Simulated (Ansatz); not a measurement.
Runs of Ansatz 0.2.0 on HfSiO4 (Hafnon). It takes space group I4_1/amd (No. 141, tetragonal). The conventional cell has a = 6.572 Å, b = 6.572 Å, c = 5.963 Å, α = 90.00°, β = 90.00°, γ = 90.00°. Hf (site symmetry -4m2) is surrounded by 8 O at 2.11 to 2.26 Å. Around Si (site symmetry -4m2) lie 4 O at 1.62 Å. O (site symmetry m) is surrounded by 1 Si at 1.62 Å. 

| level | cutoff (eV) | gap on the mesh (eV) | pressure (GPa) | largest force (eV/Å) |
| --- | --- | --- | --- | --- |
| BLYP | 420 | 5.48 | 12.0 | (a) |
| revPBE | 420 | (d) | (b) | (c) |
| r2SCAN | 500 | 6.03 | 1.1 | 0.06 |
| RPBE | 420 | 5.54 | 12.3 | 0.37 |
| PBEsol | 420 | 5.36 | 1.3 | 0.44 |

Alike in all rows: task band structure; potentials or basis Ansatz PAW; no spin polarisation; cell as given; k mesh 5 × 5 × 5; smearing fermi-dirac 0.05 eV.

Problem. Estimate the missing entries.

Solution. (a) 0.16; (b) 11.1; (c) 0.36; (d) 5.52.

Caveats: spin-orbit coupling is left out, which moves the levels of the heavy elements; the PAW data sets come from PBE, with cores solved anew for the run's functional, which leaves a small shift of forces and pressure.

A k mesh can miss the band edges, and the runs leave out spin-orbit coupling on Hf.

Runs at the PBE level aren't shown here.
